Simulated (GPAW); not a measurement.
AlNi3:

```
CELL_PARAMETERS angstrom
0.00000 2.80189 2.80189
2.80189 0.00000 2.80189
2.80189 2.80189 0.00000
ATOMIC_POSITIONS crystal
Ni 0.75000 0.75000 0.75000
Ni 0.00000 0.00000 0.00000
Ni 0.25000 0.25000 0.25000
Al 0.50000 0.50000 0.50000
```

The cell comes from a database or a generator and needn't be the stable form of this composition.

Base run:

* Program: GPAW 26.7.0
* Functional: PBEsol
* Potentials or basis: PAW data sets generated in the run's folder for this functional
* Cutoff: 600 eV
* Basis: pw
* k mesh: 7 × 7 × 7
* Occupations: fermi-dirac, width 0.05 eV
* Spin: collinear spin, ferromagnetic start
* Starting moments: [1.0, 1.0, 1.0, 0.0] μB

Its results: pressure 1.4 GPa; net moment 0.00 μB per cell.

Problem. The run is repeated on the same cell with these changes: hubbard terms from none to Ni d U = 1 eV. What comes out?

Solution. Pressure 0.1 GPa; net moment 0.00 μB per cell.

Caveats: the stock nickel data set gives pressures a few GPa off other programs; the U is typed as a test and isn't derived for this compound (some runs).
